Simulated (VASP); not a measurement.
VASP 6.6.1 run: InP

INCAR

```
LASPH = .TRUE.
EDIFF = 1E-7
ISMEAR = -1
LWAVE = .FALSE.
SIGMA = 0.02
NELM = 120
LREAL = .TRUE.
ISIF = 2
METAGGA = SCAN
PREC = Accurate
NBANDS = 16
LCHARG = .FALSE.
ENCUT = 520
NSW = 0
IBRION = -1
```

KPOINTS

```
KPOINTS created by Atomic Simulation Environment
0
Gamma
8 8 8
0 0 0
```

POSCAR

```
In P
 1.0000000000000000
     0.0000000000000000    3.0719391402000000    3.0719391402000000
     3.0719391402000000    0.0000000000000000    3.0719391402000000
     3.0719391402000000    3.0719391402000000    0.0000000000000000
 In  P
   1   1
Cartesian
  0.0000000000000000  0.0000000000000000  0.0000000000000000
  1.5359695701000000  1.5359695701000000  1.5359695701000000
```

The recommended PBE PAW datasets give the neutral cell 18 valence electrons.

Command

```
mpirun -np 1 vasp_std
```

Question: Predict the outcome of this run.

Answer: It converged. Results: gap between bands v and c on the k mesh 0.23 eV; least direct gap on the k mesh 0.23 eV; pressure -6.9 GPa. Band v is the last that the valence electrons fill when counted band by band, and c is the next.

OSZICAR

```
N       E                     dE             d eps       ncg     rms          rms(c)
DAV:   1     0.751645867879E+02    0.75165E+02   -0.84430E+03   928   0.123E+03
DAV:   2    -0.397944468086E+02   -0.11496E+03   -0.11017E+03  1032   0.299E+02
DAV:   3    -0.474905699959E+02   -0.76961E+01   -0.76630E+01  1208   0.764E+01
DAV:   4    -0.477087074532E+02   -0.21814E+00   -0.21808E+00  1200   0.139E+01
DAV:   5    -0.477191866339E+02   -0.10479E-01   -0.10479E-01  1416   0.243E+00    0.443E+00
DAV:   6    -0.441981222502E+02    0.35211E+01   -0.16240E+00  1168   0.260E+01    0.282E+00
DAV:   7    -0.442018697247E+02   -0.37475E-02   -0.21509E-01  1136   0.402E+00    0.227E+00
DAV:   8    -0.442136536315E+02   -0.11784E-01   -0.26853E-02  1464   0.150E+00    0.194E+00
DAV:   9    -0.442137727437E+02   -0.11911E-03   -0.40043E-03  1216   0.730E-01    0.885E-01
DAV:  10    -0.442127767564E+02    0.99599E-03   -0.10313E-03  1248   0.399E-01    0.278E-01
DAV:  11    -0.442123726119E+02    0.40414E-03   -0.14192E-04  1248   0.984E-02    0.352E-02
DAV:  12    -0.442124228076E+02   -0.50196E-04   -0.16660E-05  1424   0.356E-02    0.272E-02
DAV:  13    -0.442124198400E+02    0.29676E-05   -0.85871E-07  1224   0.690E-03    0.109E-02
DAV:  14    -0.442124144815E+02    0.53585E-05   -0.13184E-06  1152   0.842E-03    0.130E-03
DAV:  15    -0.442124083475E+02    0.61340E-05   -0.12672E-07  1024   0.255E-03    0.216E-03
DAV:  16    -0.442124090041E+02   -0.65665E-06   -0.12447E-08   640   0.143E-03    0.129E-03
DAV:  17    -0.442124126752E+02   -0.36711E-05   -0.94139E-09   600   0.140E-03    0.407E-04
DAV:  18    -0.442124120292E+02    0.64599E-06   -0.17604E-09   584   0.582E-04    0.141E-04
DAV:  19    -0.442124118817E+02    0.14757E-06   -0.53366E-10   544   0.189E-04    0.195E-04
DAV:  20    -0.442124117398E+02    0.14189E-06   -0.23743E-10   576   0.113E-04    0.173E-04
DAV:  21    -0.442124114162E+02    0.32356E-06   -0.11403E-10   560   0.812E-05    0.538E-05
DAV:  22    -0.442124113911E+02    0.25161E-07   -0.60606E-11   544   0.528E-05
   1 F= -.44212411E+02 E0= -.44212408E+02  d E =-.583504E-05
```

Standard output (part)

```
POSCAR found type information on POSCAR InP
 POSCAR found :  2 types and       2 ions
|     You have a (more or less) 'small supercell' and for smaller cells       |
|     it is recommended to use the reciprocal-space projection scheme!        |
|     The real-space optimization is not efficient for small cells and it     |
|     is also less accurate ...                                               |
|     Therefore, set LREAL=.FALSE. in the INCAR file.                         |
|     The real-space projection scheme for the treatment of the non-local     |
|     real-space optimization of all non-local projectors! BE WARNED that     |
|     a calculation using the real-space projection scheme together with      |
|     non-local projectors which were not real-space optimized (according     |
|     to the plane-wave cutoff used in this calculation) might give more      |
|     or less inaccurate results. I hope you know what you are doing.         |
 LDA part: xc-table for (None), standard interpolation
 POSCAR, INCAR and KPOINTS ok, starting setup
 WAVECAR not read
 entering main loop
```

For comparison, a separate PBE run of the intended cell, on usual settings and not on those above, gives a gap of 0.00 eV on its mesh and a pressure of -4.4 GPa.
